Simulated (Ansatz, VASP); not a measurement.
## CdS in VASP and in Ansatz

INCAR

```
SYSTEM = CdS
PREC = Accurate
ENCUT = 520
EDIFF = 1E-6
ISMEAR = 0
SIGMA = 0.02
LREAL = .FALSE.
LASPH = .TRUE.
NELM = 100
ALGO = Fast
ISIF = 2
LWAVE = .FALSE.
LCHARG = .FALSE.
LDIPOL = .TRUE.
IDIPOL = 3
DIPOL = 0.5 0.5 0.299
GGA = PE
NBANDS = 16
```

KPOINTS

```
Automatic mesh
0
G
  4 6 1
  0 0 0
```

File POSCAR:

```
CdS
1.0
    6.6757198781      0.0000000000      0.0000000000
    0.0000000000      4.3850640206      0.0000000000
    0.0000000000      0.0000000000     26.7429536000
Cd S
1 1
Direct
    0.5000000000      0.0000000000      0.3140792005
    0.5000000000      0.5000000000      0.2842092398
```

Input for Ansatz:

```yaml
crystal:
  lattice:
    - [6.6757198781, 0.0, 0.0]
    - [0.0, 4.3850640206, 0.0]
    - [0.0, 0.0, 26.7429536]
  atoms:
    - { symbol: Cd, position: [0.5, 0.0, 0.3140792005] }
    - { symbol: S, position: [0.5, 0.5, 0.2842092398] }
  periodic: [true, true, false]
basis:
  ecutwfc: 420
kpoints:
  mp_grid: { grid: [4, 6, 1] }
  band_path:
    path:
      - [0.0, 0.0, 0.0]
      - [0.0, 0.5, 0.0]
      - [0.5, 0.5, 0.0]
      - [0.5, 0.0, 0.0]
      - [0.0, 0.0, 0.0]
    npoints: 14
hamiltonian:
  xc: pbe
scf:
  occupations: { method: gaussian, width: 0.02 }
  n_extra_bands: 6
output:
  forces: true
  stress: true
  eigenvalues: true
  populations: true
  dos: { projected: true, de: 0.02, nscf_kmesh: { grid: [6, 9, 1] } }
  bader: true
  write_density: true
  write_potential: true
  elf: true
  volumetric_format: npy
```

The cell was built by a generator and needn't be a form met in nature.

Alike in both runs: task single point; functional PBE; k mesh 4 × 6 × 1; occupations gaussian, width 0.02 eV; no spin polarisation.

|  | VASP | Ansatz |
| --- | --- | --- |
| version | VASP 6.6.1 | Ansatz 0.2.0 |
| potentials or method | VASP PAW PBE potentials, release 64 (Cd, S) | scalar-relativistic, plane waves, PAW |
| plane-wave cutoff (eV) | 520 | 420 |
| valence electrons in the cell | 18 | 26 |

Ansatz gave:

* gap on the k mesh at the Fermi level (eV): 1.87
* least direct gap on the mesh (eV): 2.59
* rms of the force components (eV/Å): 0.000

Question: Estimate VASP's values.

Answer: gap on the k mesh at the Fermi level (eV): 1.88; least direct gap on the mesh (eV): 2.60; rms of the force components (eV/Å): 0.034.

Atom by atom the forces differ by 0.034 eV/Å (rms over components). The two sets of potentials don't hold the same shells in valence. Ansatz warned: «xc_potential_rough_in_thin_density».

A hybrid or GW would open this gap; PBE tends to underestimate it.
